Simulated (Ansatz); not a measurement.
**CuO under changes of volume**

One of the cells (10.163 Å³/atom); the others are scaled copies at fixed shape and fractional positions:

```xyz
4
Lattice="2.3446 -1.7134 0.0000 2.3446 1.7134 0.0000 -0.8605 0.0000 5.0594" Properties=species:S:1:pos:R:3 pbc="T T T"
Cu    1.1723    0.8457    0.0000
Cu    0.7420   -0.8457    2.5297
O     2.0724   -0.2841    1.2836
O     1.6421    0.2841    3.8133
```

```yaml
Program: Ansatz 0.2.0
Functional: PBE
Potentials_or_basis: Ansatz PAW
Cutoff: "420 eV (not typed: the program's choice for these potentials)"
k_mesh: 10 × 10 × 5
Occupations: fermi-dirac, width 0.05 eV
Spin: no spin polarisation
```

```csv
volume (Å³/atom),energy over the lowest point (meV/atom),pressure (GPa),largest force (eV/Å)
9.553,51.05,19.0,0.960
9.756,30.14,14.1,0.888
9.959,15.20,9.7,0.821
10.163,5.54,5.7,0.759
10.366,0.64,2.2,0.724
10.569,0.00,-1.0,0.714
10.772,?,?,?
```

**Question.** What does the run at 10.772 Å³/atom give?

**Answer.** Energy over the lowest point 3.14 meV/atom; pressure -3.9 GPa; largest force 0.710 eV/Å.

Worked out: A Birch-Murnaghan fit of order 3 (a polynomial in V^(-2/3)) to the other rows has its minimum at 10.50 Å³/atom with B0 = V·E''(V) = 160 GPa and B' = 4.9 at fixed shape and positions, which overstates the stiffness. It gives 3.11 meV/atom at 10.772 Å³/atom, against the run's 3.14, and -dE/dV = -3.8 GPa, against -3.9.

Energies are extrapolated to zero smearing.

Caveats: the run has no spin polarisation, though such a crystal can be magnetic.
